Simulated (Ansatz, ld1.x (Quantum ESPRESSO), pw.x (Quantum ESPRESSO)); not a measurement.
## C (Z = 6): one change to the ultrasoft potential, in the atom and in the sc crystal

ld1.x (Quantum ESPRESSO) 7.5 input, shortened:

```
&input
   title='C', zed=6., rel=1, dft='PBE', iswitch=3,
   config='[He] 2s2 2p1.75 3d-2'
 /
 &inputp
   pseudotype=3, tm=.true., lloc=-1, rcloc=2.15,
   nlcc=.true., new_core_ps=.true.,
   which_augfun='PSQ', rmatch_augfun_nc=.true.
 /
6
2S  1  0   2.00   0.00  0.95  1.25  0.0
2S  1  0   0.00   0.15  0.95  1.25  0.0
2P  2  1   1.75   0.00  2.20  2.70  0.0
2P  2  1   0.00   2.60  2.20  2.70  0.0
3D  3  2  -2.00  -0.10  1.80  2.55  0.0
3D  3  2  -2.00   0.70  1.80  2.55  0.0
 &test
   configts(1)='2s2 2p1.75'
 /
```

Change: local potential all-electron potential smoothed inside 1.60 bohr (lloc = -2).

Cutoffs, loose and tight: the cutoffs (Ry, on a coarse ladder) from which the occupation-weighted sum of valence levels, in a spherical-Bessel basis at the reference potential, stays within 10 and 1 mRy of its value at 400 Ry. They do not see the model core or the augmentation charge, which bear on the density cutoff. Test errors are all-electron minus pseudo excitation energies from the reference, over the configurations 2s2 2p2; 2s2 2p1; 2s2 2p0; 2s2 2p1.5; 2s1 2p3; 2s0 2p4; 2s1 2p2; variants that change the core or the reference have their own tests.

Crystal test: sc C in pw.x 7.5, no spin, 18³ k-points, Fermi–Dirac smearing 0.01 Ry, cutoffs set for each file from its atomic test. The reference is all-electron LAPW (Ansatz 0.2.0) with the same functional, mesh and smearing; V0 and B0 come from Birch–Murnaghan fits to the pressures at five volumes. Errors are pseudo minus all-electron; Δ is the rms difference of the E(V) curves that follow from these fits, minima aligned, over ±6 % about the mean V0. Mesh and smearing are coarse, so the numbers serve the comparison and aren't converged zero-temperature values; the lattice is a test structure that the element need not adopt.

All-electron: a0 = 1.777 Å (V0 = 5.61 Å³/atom), B0 = 325.5 GPa.

Q: Does the change bring the crystal closer to the all-electron result?

A: The mean pressure error goes from +19.72 to +23.63 GPa, so the change moves the solid further from the all-electron pressures. Neither pressure curve crosses zero within the volumes sampled, so no fits are given.

```tsv
quantity	base	changed
outcome (atom)	generated	generated
cutoff, loose (atom)	10 Ry	10 Ry
cutoff, tight (atom)	18 Ry	18 Ry
bound ghosts (atom)	none	none
largest test error (meV) (atom)	+85	+81
cutoffs in pw.x (Ry)	40/420	40/420
mean pressure error (GPa)	+19.72	+23.63
```

Base: The largest radius (2.70 bohr) exceeds half the bond length (1.66 bohr), so the spheres overlap, which is one possible source of error among others. This is a poor potential for the solid. Changed file: The largest radius (2.70 bohr) exceeds half the bond length (1.66 bohr), so the spheres overlap, which is one possible source of error among others. This is a poor potential for the solid. The atomic cutoffs weigh occupied waves only.
